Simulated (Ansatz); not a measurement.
## Cs under changes of volume

One of the cells (123.948 Å³/atom); the others are scaled copies at fixed shape and fractional positions:

```
Cs
1.0
    -2.75008    2.75008    4.09724
     2.75008   -2.75008    4.09724
     2.75008    2.75008   -4.09724
Cs
1
Direct
  0.00000 0.00000 0.00000
```

This isn't the form of Cs at room conditions, which is bcc.

- Program: Ansatz 0.2.0
- Functional: PBE
- Potentials or basis: Ansatz PAW
- Cutoff: 420 eV (not typed: the program's choice for these potentials)
- k mesh: 7 × 7 × 7
- Occupations: fermi-dirac, width 0.05 eV
- Spin: no spin polarisation

```tsv
volume (Å³/atom)	energy over the lowest point (meV/atom)	pressure (GPa)
116.511	0.00	0.0
118.990	0.31	0.0
121.469	1.22	-0.1
123.948	2.66	-0.1
126.427	4.59	-0.1
128.906	6.96	-0.2
131.385	?	?
```

Task: What does the run at 131.385 Å³/atom give?

Result: Energy over the lowest point 9.74 meV/atom; pressure -0.2 GPa.

Worked out: A Birch-Murnaghan fit of order 3 (a polynomial in V^(-2/3)) to the other rows has its minimum at 116.53 Å³/atom with B0 = V·E''(V) = 2.0 GPa and B' = 3.7 at fixed shape and positions, which overstates the stiffness. It gives 9.73 meV/atom at 131.385 Å³/atom, against the run's 9.74, and -dE/dV = -0.2 GPa, against -0.2.

Energies are extrapolated to zero smearing.
